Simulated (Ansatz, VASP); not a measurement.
# Two plane-wave programs on BN

```xyz
4
Lattice="2.5408 0.0000 0.0000 -1.2704 2.2004 0.0000 0.0000 0.0000 7.0803" Properties=species:S:1:pos:R:3 pbc="T T T"
B     0.0000    1.4669    1.7701
B     1.2704    0.7335    5.3102
N     0.0000    1.4669    5.3102
N     1.2704    0.7335    1.7701
```

Alike in both runs: task relaxation of shape and atoms at fixed volume; functional PBE; dispersion D3(BJ); k mesh 12 × 12 × 4; occupations gaussian, width 0.02 eV; no spin polarisation.

|  | VASP | Ansatz |
| --- | --- | --- |
| version | VASP 6.6.1 | Ansatz 0.2.0 |
| potentials or method | VASP PAW PBE potentials, release 64 (B, N) | scalar-relativistic, plane waves, PAW |
| plane-wave cutoff (eV) | 600 | 420 |
| valence electrons in the cell | 16 | 16 |

|  | VASP | Ansatz | Ansatz less VASP |
| --- | --- | --- | --- |
| gap on the k mesh at the Fermi level, each at its own relaxed structure (eV) | 4.39 | 4.40 | +0.008 |
| relaxed volume (Å³/atom) | 9.90 | 9.90 | 0.000 |
| relaxed cell length with the largest relative difference (Å) | 7.248 | 7.250 | +0.0023 |
| energy change over the relaxation (meV/atom) | -8 | -9 | -0.3 |

A k mesh can miss the band edges.
